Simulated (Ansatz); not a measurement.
input.yaml (Ansatz)

```yaml
crystal:
  lattice:
    - [4.6934503953, 0.0, 0.0]
    - [-2.3467251977, 4.0646472738, 0.0]
    - [0.0, 0.0, 5.9643714918]
  atoms:
    - { symbol: Te, position: [0.2535874846, 1.0, 0.3333333333] }
    - { symbol: Te, position: [1.0, 0.2535874846, 0.6666666667] }
    - { symbol: Te, position: [0.7464125154, 0.7464125154, 0.0] }
hamiltonian:
  xc: r2scan
  pseudopotentials:
    kind: paw
    azcp:
      Te: "pseudopotentials/Te.paw.azcp"
basis:
  ecutwfc: 500
  fft_grid_basis: typed
kpoints:
  mp_grid: { grid: [7, 7, 5], shift: [0, 0, 0] }
magnetization:
  spin_polarized: false
scf:
  occupations: { method: fermi_dirac, width: 0.05 }
output:
  stress: true
```

Terminal output

```
Engine: ansatz 0.2.0, x86_64-unknown-linux-gnu
Pseudopotentials: kind: paw
Pseudopotential: Te, paw, valence charge 16, recommended cutoff 500 eV (meta_gga) 
Functional definition: r2SCAN
  parameter k0 = 0.174
  parameter k1 = 0.065
  parameter a1 = 4.9479
  exchange = r2scan_x(k0 = k0, k1 = k1, a1 = a1)
  correlation = r2scan_c
Crystal: 3 atoms, lattice volume = 113.784 Å³
Basis set: ecut = 500 eV, 2907 PW (Γ), exchange–correlation on 144×144×180 points (64 copies of the dense FFT grid, shifted against one another)
Bands: 28, of which v1, the nominal top of the filled ones, is band 24 counted from 1 (23 counted from 0)
Symmetry: 6 space group operations
Space group: P3121 (ITA 152), of the structure as read, at distance tolerance 4.8e-5 Å
k-points: 32 of 245 (time reversal used)
Non-local potential: Te, projectors of the file, l = 0: 2, l = 1: 2, l = 2: 2, l = 3: 2
PAW form: soft (Blöchl's): semilocal exchange-correlation on the pseudo side does not see the compensation charge
PAW frozen core: Te, regenerated for the run's functional (the file was generated under x = pbe(κ = 0.804, μ = 0.2195149727645171), c = pbe(β = 0.06672455060314922))
PAW one-centre angular grid: Te, 590 points (default); XC on 160 Gauss nodes
Initial density: superposition of atomic densities (neutral atoms: chi_scale 0, normalization atom), corrected by the library's trained network
Initial wavefunctions: pseudopotential atomic-orbital guess
Functional: x = r2scan, c = r2scan; τ floored in thin density (d = 2e-4 eV/Å³)
SCF iter   1: F=—  HF=-20984.436796 eV  |F-HF|=—  |Δ(HF+E_count)|=         —  Δρ=3.06e-3  dr2=8.07e-3  dr2_τ=3.20e-3  ethr=1.77e-3  ⟨swp⟩=7.4  Hψ=4134  notcnv=0
SCF iter   2: F=—  HF=-20984.444641 eV  |F-HF|=—  |Δ(HF+E_count)|=   7.84e-3  Δρ=1.80e-3  dr2=2.59e-3  dr2_τ=3.52e-5  ethr=1.68e-5  ⟨swp⟩=3.0  Hψ=2070  notcnv=0
SCF iter   3: F=—  HF=-20984.445878 eV  |F-HF|=—  |Δ(HF+E_count)|=   1.24e-3  Δρ=5.06e-4  dr2=1.68e-4  dr2_τ=1.92e-5  ethr=5.41e-6  ⟨swp⟩=2.0  Hψ=1792  notcnv=0
SCF iter   4: F=—  HF=-20984.445774 eV  |F-HF|=—  |Δ(HF+E_count)|=   1.04e-4  Δρ=2.06e-4  dr2=3.02e-5  dr2_τ=1.17e-6  ethr=3.51e-7  ⟨swp⟩=2.0  Hψ=1664  notcnv=0
SCF iter   5: F=—  HF=-20984.445789 eV  |F-HF|=—  |Δ(HF+E_count)|=   1.46e-5  Δρ=4.47e-5  dr2=1.62e-6  dr2_τ=8.16e-8  ethr=6.29e-8  ⟨swp⟩=2.0  Hψ=1664  notcnv=0
SCF iter   6: F=—  HF=-20984.445789 eV  |F-HF|=—  |Δ(HF+E_count)|=   2.78e-7  Δρ=1.09e-5  dr2=1.83e-7  dr2_τ=6.53e-9  ethr=3.37e-9  ⟨swp⟩=2.0  Hψ=1666  notcnv=0
SCF iter   7: F=-20984.445789 eV  HF=-20984.445789 eV  |F-HF|=1.47e-9  |Δ(HF+E_count)|=   3.52e-8  Δρ=1.84e-6  dr2=4.74e-9  dr2_τ=6.27e-11  ethr=2.08e-10  ⟨swp⟩=5.2  Hψ=3118  notcnv=0
SCF 1 converged in 7 iterations: F = -20984.445789 eV  dr2 = 4.74e-9
SCF converged after 7 iterations
Free energy (F): -20984.445789 eV
Harris-Foulkes:  -20984.445789 eV  (|F-HF|=1.47e-9)
Internal energy: -20984.445784 eV  (E = F + TS)
E sigma→0 (E₀):  -20984.445786 eV
Entropy (-TS):   -0.000005 eV (-0.002 meV/atom)
Fermi energy:    7.321239 eV
--- Per-component energies (eV) ---
  E_band       = -903.280574
  E_kinetic    = 536.826097
  E_local      = -4180.452849  (includes V_loc(G=0)·N_el)
  E_nonlocal   = -931.690535
  E_hartree    = 2578.199810
  E_xc         = -343.126964
  E_vxc        = -331.823293  (∫ρ·V_xc dr)
  E_paw        = -14058.553370  (= ΣΔE_a)
  E_vpaw       = -1173.029023  (= ΣTr[D̂ρ^β])
  E_aug_tail   = -0.000102  (compensation charges beyond the density's cutoff)
  E_vtau       = 20.491992  (kinetic-family band-sum trace: ∫τ·v_τ [+ j·A + Jᵃ·Aᵃ] dr)
  E_ewald      = -4586.502435
  E_core_change = 0.854566  (= ΣΔE_core)
  E_smearing   = -0.000005  (= −TS)
  E_closure    = 0.000000  (closes the sum)
  Σ components = -20984.445789   (vs F -20984.445789, Δ=0.00e0)
--- Stress (GPa, compression-positive) ---
       -1.362900       0.000000      -0.000000
        0.000000      -1.362900       0.000000
       -0.000000       0.000000      -2.049887
  P = ⅓ Tr σ = -1.5919 GPa (-15.919 kbar)
```
